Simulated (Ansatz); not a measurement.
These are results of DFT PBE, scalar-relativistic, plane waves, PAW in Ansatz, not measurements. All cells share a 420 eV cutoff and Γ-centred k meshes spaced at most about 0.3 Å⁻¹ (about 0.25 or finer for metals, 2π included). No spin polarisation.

These are static total energies at zero pressure.

Problem. Order these relaxed structures of Nb5N by energy, lowest first, with the energy over the lowest of them.
A.

```
CELL_PARAMETERS angstrom
3.13573 0.00000 0.00000
-1.56786 2.71562 0.00000
0.00000 0.00000 11.43850
ATOMIC_POSITIONS crystal
Nb 0.33333 0.66667 0.10602
Nb 0.66667 0.33333 0.89398
Nb 0.66667 0.33333 0.31358
Nb 0.33333 0.66667 0.68642
Nb 0.00000 0.00000 0.50000
N 0.00000 0.00000 0.00000
```

B.

```
CELL_PARAMETERS angstrom
3.22518 0.00000 0.00000
0.00000 3.22518 0.00000
0.00000 0.00000 18.10610
ATOMIC_POSITIONS crystal
Nb 0.00000 0.50000 0.17427
Nb 0.00000 0.50000 0.93310
Nb 0.50000 0.00000 0.82573
Nb 0.50000 0.00000 0.06690
Nb 0.00000 0.50000 0.73475
Nb 0.50000 0.00000 0.26525
Nb 0.00000 0.50000 0.35811
Nb 0.50000 0.00000 0.64189
Nb 0.00000 0.50000 0.54633
Nb 0.50000 0.00000 0.45367
N 0.00000 0.50000 0.05457
N 0.50000 0.00000 0.94543
```

C.

```
CELL_PARAMETERS angstrom
-3.27010 3.27010 2.27774
3.27010 -3.27010 2.27774
3.27010 3.27010 -2.27774
ATOMIC_POSITIONS crystal
Nb 0.00000 0.00000 0.00000
Nb 0.19551 0.61149 0.80700
Nb 0.38851 0.19551 0.58402
Nb 0.80449 0.38851 0.19299
Nb 0.61149 0.80449 0.41598
N 0.50000 0.50000 0.00000
```

Solution. B (0 meV/atom), C (41 meV/atom), A (85 meV/atom). Forms: B P4/nmm; C I4/m; A P-3m1. Counting Nb atoms around N (those within 1.25 times the shortest such distance or 1.15 times the sum of covalent radii, 1.27 where that leaves under three): B has N 6; C has N 6; A has N 6. All come from invented guesses. The lowest form computed isn't among them: it has space group I4/mmm (No. 139), 16.0 Å³/atom and lies 46 meV/atom below the best shown.

Cells relaxed within their symmetry can be saddle points. Some candidate types were left out of the draw beforehand, so a known form may be missing.
